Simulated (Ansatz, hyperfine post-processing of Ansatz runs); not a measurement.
# MnGa2S4: isotropic lines and sites in a paramagnetic 71Ga spectrum

Calculated values: DFT, PBEsol+U, plane-wave PAW, default files (PAW set soft_2), collinear spin, scalar-relativistic (Ansatz), contact and point-dipole shifts scaled to 298 K with Θ = 0 K (a pure Curie law); spin-only moments, above the ordering temperature.

```xyz
14
Lattice="10.9054 0.0000 0.0000 0.0000 5.4527 0.0000 -2.7264 -2.7264 5.1436" Properties=species:S:1:pos:R:3 pbc="T T T"
Ga    2.7264    2.7264    0.0000
Ga    8.1791    2.7264    0.0000
Ga    0.0000    2.7264    2.5718
Ga    5.4527    2.7264    2.5718
Mn    2.7264    0.0000    2.5718
Mn    8.1791    0.0000    2.5718
S     1.2844    4.0350    1.2005
S     6.7371    4.0350    1.2005
S     1.3087    1.4419    3.9432
S     6.7614    1.4419    3.9432
S    -1.3087   -1.4419    3.9432
S     4.1440   -1.4419    3.9432
S     4.1683    1.4177    1.2005
S     9.6210    1.4177    1.2005
```

71Ga MAS at 4.7 T (61.2 MHz), 40 kHz, 298 K; contact and dipolar shift alone, no orbital or quadrupolar part; lines under 1.5 % of the strongest are left out. NMR lines, with heights relative to the strongest:

```
position (ppm)  intensity
       41004.0        6.1
       41657.6        100
       41895.9        4.0
       42311.2        4.7
       42549.5         11
       43203.2         79
       43856.8         17
```

Q: Find the isotropic shifts among the lines and assign them to the Ga sites.

Sidebands are spaced by 654 ppm (the spinning rate over the resonance of 61.2 MHz). An isotropic line need not be the tallest: it is the area-weighted centre of its own family of sidebands, and the one that stays put when the rate is changed. Isotropic shifts: 41658 ppm for atom 1 and the 1 atom equivalent to it (4 Mn through links of 105° (4)), reduced anisotropy 579 ppm; 43203 ppm for atom 3 and the 1 atom equivalent to it (4 Mn through links of 109° (4)), reduced anisotropy -1006 ppm. The families' total areas stand as 1:1; where areas are equal the match rests on the calculation.

[Logs are printed without paths, hosts, clocks, repeated set-up lines and the standing remarks that a program may print on its own settings, such as how far it seeks lower states.]

[Hosts, paths, dates, database ids (printed as entryN), source tags and the programs' standing remarks are cut or masked in the printed files.]
